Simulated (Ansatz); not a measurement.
## Surface calculation: zincblende AlAs (110), 4 layers

The slab is cut from the zincblende crystal, which needn't be the stable phase, as relaxed on PAW files (23.50 Å³/atom), with 16 Å of vacuum and a dipole correction:

```xyz
8
Lattice="4.0507 0.0000 0.0000 0.0000 5.7285 0.0000 0.0000 0.0000 22.0760" Properties=species:S:1:pos:R:3 pbc="T T T"
Al    0.0000    5.0124    8.0000
As    2.0253    3.5803    8.0000
Al    2.0253    2.1482   10.0253
As    0.0000    0.7161   10.0253
Al    0.0000    5.0124   12.0507
As    2.0253    3.5803   12.0507
Al    2.0253    2.1482   14.0760
As    0.0000    0.7161   14.0760
```

Level of theory: DFT with PBE, scalar-relativistic, in Ansatz 0.2.0; a Γ-centred 8×5×1 k mesh, Fermi–Dirac smearing of 0.02 eV, no spin polarisation. LAPW: all electrons, basis error target 1 meV/atom; PAW: frozen-core files, cutoff 420 eV.

The bulk energy comes from a cell in the slab's orientation on a 8×5×8 mesh. The surface energy is (E(slab) − N·E(bulk))/2A at zero smearing, the mean of both faces; thin slabs carry quantum-size effects.

**Question.** As cut, the LAPW slab lies 3.382 eV above 8 atoms of bulk. What surface energy is that?

**Answer.** Over two faces of 23.20 Å² it is 72.9 meV/Å², and times 16.02 J/m² per eV/Å² that gives γ = 1.168 J/m².

```csv
method,γ as cut (J/m²),γ relaxed (J/m²)
LAPW,1.168,0.699
PAW,1.169,0.699
```

**Question.** How do the spacings between the planes relax (positions relaxed on PAW files)?

**Answer.** From the bottom face up: d12 -8.6 % of 2.025 Å, d23 +3.4 % of 2.025 Å, d34 -8.6 % of 2.025 Å. The outer plane rumples by 0.761 Å.

**Question.** Where do the band edges lie?

**Answer.** On the k mesh: gap 1.22 eV, valence top 5.37 eV below the vacuum level.

**Question.** What changes if the images along the normal are cut off in place of the dipole correction?

**Answer.** LAPW then gives: gap 1.22 eV, valence top 5.37 eV below the vacuum level; PAW: gap 1.22 eV, valence top 5.37 eV below the vacuum level.

**Question.** A core hole in the 2p shell of Al is made on one Al atom of each kind in every 1×1 cell (PAW hole dataset, neutral cell, valence without spin). What does it cost by layer?

**Answer.** layer 1 73.86 eV, layer 2 74.04 eV, layer 3 74.04 eV, layer 4 73.86 eV. Shifts between layers mean more than the absolute values, and a whole layer of holes screens otherwise than one hole.
